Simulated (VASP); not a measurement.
# Au (Im-3m) in VASP: further runs, part 2 of 2

VASP 6.6.1.

### 4 Single point, PBE

File INCAR:

```
  ADDGRID = F
  ALGO = Normal
  EDIFF = 1E-6
  ENCUT = 460
  GGA = PE
  ISIF = 2
  ISMEAR = 0
  LASPH = T
  LCHARG = F
  LREAL = F
  LWAVE = F
  NBANDS = 12
  NELM = 100
  PREC = Accurate
  SIGMA = 0.15
```

File KPOINTS:

```
k-points
0
Gamma
  10 10 10
```

File POSCAR:

```
Au
1.0
   -1.6572690000      1.6572690000      1.6572690000
    1.6572690000     -1.6572690000      1.6572690000
    1.6572690000      1.6572690000     -1.6572690000
Au
1
Direct
    0.0000000000      0.0000000000      0.0000000000
```

Potentials or basis: VASP PAW PBE potentials, release 64 (Au).

On the command line:

```sh
> cat potpaw_PBE.64/Au/POTCAR > POTCAR
> mpirun -np 1 vasp_std > vasp.out
```

OUTCAR:

```text
EDIFF = 1E-6
   ENCUT = 460
   GGA = PE
   ISIF = 2
   ISMEAR = 0
   LASPH = T
   LREAL = F
   NELM = 100
   PREC = Accurate

 Found     47 irreducible k-points:

 Following reciprocal coordinates:
            Coordinates               Weight
  0.000000  0.000000  0.000000      1.000000
  0.100000  0.000000  0.000000     12.000000
  0.200000  0.000000  0.000000     12.000000
  0.300000  0.000000  0.000000     12.000000
  0.400000  0.000000  0.000000     12.000000
  0.500000  0.000000  0.000000      6.000000
   k-points           NKPTS =     47   k-points in BZ     NKDIM =     47   number of bands    NBANDS=     12
   number of dos      NEDOS =    301   number of ions     NIONS =      1
   total plane-waves  NPLWV =   8000
   dimension x,y,z NGX =    20 NGY =   20 NGZ =   20
   dimension x,y,z NGXF=    40 NGYF=   40 NGZF=   40
   ions per type =               1
   NGX,Y,Z   is equivalent  to a cutoff of  11.58, 11.58, 11.58 a.u.
   NGXF,Y,Z  is equivalent  to a cutoff of  23.17, 23.17, 23.17 a.u.
 SYSTEM =  unknown system
   PREC   = accura    normal or accurate (medium, high low for compatibility)
   ISTART =      0    job   : 0-new  1-cont  2-samecut
   ICHARG =      2    charge: 1-file 2-atom 10-const
   ISPIN  =      1    spin polarized calculation?
   LNONCOLLINEAR =      F non collinear calculations
   LSORBIT =      F    spin-orbit coupling
   LASPH  =      T    aspherical Exc in radial PAW
   ENCUT  =  460.0 eV  33.81 Ry    5.81 a.u.   5.02  5.02  5.02*2*pi/ulx,y,z
   NELM   =    100;   NELMIN=  2; NELMDL= -5     # of ELM steps
   EDIFF  = 0.1E-05   stopping-criterion for ELM
   LREAL  =      F    real-space projection
   EDIFFG = 0.1E-04   stopping-criterion for IOM
   NSW    =      0    number of steps for IOM
   IBRION =     -1    ionic relax: 0-MD 1-quasi-New 2-CG
   NFREE  =      0    steps in history (QN), initial steepest desc. (CG)
   ISIF   =      2    stress and relaxation
   ISYM   =      2    0-nonsym 1-usesym 2-fastsym
   POTIM  = 0.5000    time-step for ionic-motion
   TEBEG  =    0.0;   TEEND  =   0.0 temperature during run
   PSTRESS=    0.0 pullay stress
   NELECT =      11.0000    total number of electrons
   NUPDOWN=      -1.0000    fix difference up-down
   EMIN   =  10.00;   EMAX   =-10.00  energy-range for DOS
   EFERMI =   0.00;   METHOD = LEGACY
   ISMEAR =     0;   SIGMA  =   0.15  broadening in eV -4-tet -1-fermi 0-gaus
   EFERMI_NEDOS =   21; number of points for ismear=-14 and -15
   IALGO  =     38    algorithm
   IMIX   =      4    mixing-type and parameters
     AMIX     =   0.40;   BMIX     =  1.00
     AMIX_MAG =   1.60;   BMIX_MAG =  1.00
  volume/ion in A,a.u.               =      18.21       122.87
  Fermi-wavevector in a.u.,A,eV,Ry     =   1.383968  2.615320 26.060157  1.915367
  Thomas-Fermi vector in A             =   2.508516
   LORBIT       =      0    0 simple, 1 ext, 2 COOP (PROOUT), +10 PAW based schemes
   GGA     = PE    functional components
   LHFCALC =     F    Hartree Fock is set to
   AEXX    =    0.0000 exact exchange contribution
   IVDW    =     0    specifies the selected vdW correction
   LEPSILON=     F    determine dielectric tensor
   LRPA    =     F    only Hartree local field effects (RPA)
 non-spin polarized calculation
 Gauss-broadening in eV      SIGMA  =   0.15
  energy-cutoff  :      460.00
  volume of cell :       18.21
 maximum number of plane-waves:       420
   NGX =  9   NGY =  9   NGZ =  9

 number of electron      10.9999996 magnetization

 Free energy of the ion-electron system (eV)
  ---------------------------------------------------
  ext. energy  EPLUGINS =         0.00000000
  ---------------------------------------------------
  free energy    TOTEN  =        -3.18520970 eV

  energy without entropy =       -3.17713066  energy(sigma->0) =       -3.18117018

 E-fermi :   8.5372     XC(G=0): -12.3278

 val. band max:        8.3542965649   @ k =  -0.4000   0.4000   0.2000
 cond. band min:       8.5489909867   @ k =   0.4000   0.1000  -0.0000
 fundamental gap:      0.1946944218
 Fermi energy:         8.5371519784

 k-point     1 :       0.0000    0.0000    0.0000
  band No.  band energies     occupation
      1      -0.7561      2.00000
      2       3.8779      2.00000
      3       3.8779      2.00000
      4       3.8779      2.00000
      5       5.6161      2.00000
      6       5.6161      2.00000
      7      24.9123      0.00000
      8      24.9123      0.00000
      9      24.9123      0.00000
     10      31.5654      0.00000
     11      31.5654      0.00000
     12      31.5654      0.00000

 k-point     2 :       0.1000    0.0000    0.0000
  band No.  band energies     occupation
      1      -0.4120      2.00000
      2       3.7757      2.00000
      3       3.8875      2.00000
      4       4.1120      2.00000
      5       5.5025      2.00000
      6       5.6238      2.00000
      7      24.6589      0.00000
      8      24.9192      0.00000
      9      25.3304      0.00000
     10      29.0017      0.00000
     11      29.3992      0.00000
     12      30.3452      0.00000

 k-point     3 :       0.2000    0.0000    0.0000
  band No.  band energies     occupation
      1       0.5154      2.00000
      2       3.5185      2.00000
      3       3.9287      2.00000
      4       4.7707      2.00000
      5       5.3416      2.00000
      6       5.6522      2.00000
      7      22.1165      0.00000
      8      24.0410      0.00000
      9      26.4647      0.00000
     10      27.6752      0.00000
     11      27.7513      0.00000
     12      28.9594      0.00000

 k-point     4 :       0.3000    0.0000    0.0000
  band No.  band energies     occupation
      1       1.4847      2.00000
      2       3.2187      2.00000
      3       4.4371      2.00000
      4       5.3778      2.00000
      5       5.7029      2.00000
      6       5.7046      2.00000
      7      17.9780      0.00000
      8      22.4109      0.00000
      9      24.8512      0.00000
     10      27.9594      0.00000
     11      28.2595      0.00000
     12      30.7465      0.00000

 k-point     5 :       0.4000    0.0000    0.0000
  band No.  band energies     occupation
      1       1.7517      2.00000
      2       2.9891      2.00000
      3       5.3886      2.00000
      4       5.7621      2.00000
      5       6.3511      2.00000
      6       6.5963      2.00000
      7      14.0082      0.00000
      8      21.1909      0.00000
      9      22.6981      0.00000
     10      28.9366      0.00000
     11      29.2511      0.00000
     12      31.6946      0.00000

 k-point     6 :       0.5000    0.0000    0.0000
  band No.  band energies     occupation
      1       1.7392      2.00000
      2       2.9041      2.00000
      3       5.4804      2.00000
      4       5.7879      2.00000
      5       6.9851      2.00000
      6       8.0667      1.99999
      7      11.6045      0.00000
      8      20.7554      0.00000
      9      21.8732      0.00000
     10      29.3075      0.00000
     11      29.7619      0.00000
     12      31.0544      0.00000

 [... further k-points ...]
[... 5 lines left out ...]
  --------------------------------------------------------------------------------------
  -------------------------------------------------------------------------------------
  Total       -0.1899447     -0.1899447     -0.1899447      0.0000000     -0.0000000      0.0000000
  in kB      -16.7147084    -16.7147084    -16.7147084      0.0000000     -0.0000000      0.0000000
  external PRESSURE =     -16.7147084 kB  Pullay stress =       0.0000000 kB

 VOLUME and BASIS-vectors are now :
 -----------------------------------------------------------------------------
  energy-cutoff  :      460.00
  volume of cell :       18.21
      direct lattice vectors                 reciprocal lattice vectors
    -1.657269000  1.657269000  1.657269000     0.000000000  0.301701172  0.301701172
     1.657269000 -1.657269000  1.657269000     0.301701172  0.000000000  0.301701172
     1.657269000  1.657269000 -1.657269000     0.301701172  0.301701172  0.000000000

 POSITION                                       TOTAL-FORCE (eV/Angst)
 -----------------------------------------------------------------------------------
      0.00000      0.00000      0.00000        -0.000000      0.000000     -0.000000
 -----------------------------------------------------------------------------------
    total drift:                                0.000000     -0.000000      0.000000

  FREE ENERGIE OF THE ION-ELECTRON SYSTEM (eV)
  ---------------------------------------------------
  free  energy   TOTEN  =        -3.1852096975 eV

  energy  without entropy=       -3.1771306630  energy(sigma->0) =       -3.18117018
```

OSZICAR:

```text
N       E                     dE             d eps       ncg     rms          rms(c)
DAV:   1     0.454344219251E+02    0.45434E+02   -0.52196E+03  1192   0.734E+02
DAV:   2    -0.288861094093E+01   -0.48323E+02   -0.45716E+02  1344   0.175E+02
DAV:   3    -0.346470912315E+01   -0.57610E+00   -0.57565E+00  1324   0.188E+01
DAV:   4    -0.346666060002E+01   -0.19515E-02   -0.19514E-02  1276   0.126E+00
DAV:   5    -0.346667567351E+01   -0.15073E-04   -0.15073E-04  1336   0.107E-01    0.741E+00
DAV:   6    -0.320228653424E+01    0.26439E+00   -0.77455E-01  1204   0.691E+00    0.493E+00
DAV:   7    -0.318714700119E+01    0.15140E-01   -0.50835E-02  1312   0.179E+00    0.262E+00
DAV:   8    -0.318521956592E+01    0.19274E-02   -0.11601E-03  1228   0.279E-01    0.251E-01
DAV:   9    -0.318520291885E+01    0.16647E-04   -0.12479E-05  1248   0.295E-02    0.156E-02
DAV:  10    -0.318520974660E+01   -0.68277E-05   -0.32565E-06  1272   0.173E-02    0.583E-03
DAV:  11    -0.318520969746E+01    0.49139E-07   -0.70356E-08   668   0.203E-03
   1 F= -.31852097E+01 E0= -.31811702E+01  d E =-.807903E-02
```

It took 5.3 s on 1 thread of Intel Xeon 6975P-C (Granite Rapids), shared host; peak memory 0.12 GiB.

The run converged, but some of its settings lie outside the range that counts as converged, so its numbers aren't taken as properties of the crystal.

Results:

```
Free energy            : -3.1852 eV
Pressure               : -1.7 GPa
Band gap on the k mesh : none (metal or under the smearing width)
```

### 5 The reference run

An earlier run on the cell as given: functional PBE; potentials or basis VASP PAW PBE potentials, release 64 (Au); cutoff 520 eV; k mesh 11 × 11 × 11; occupations fermi-dirac, width 0.05 eV; no spin polarisation.

* Pressure: -1.1 GPa
* Band gap on the k mesh: none (metal or under the smearing width)
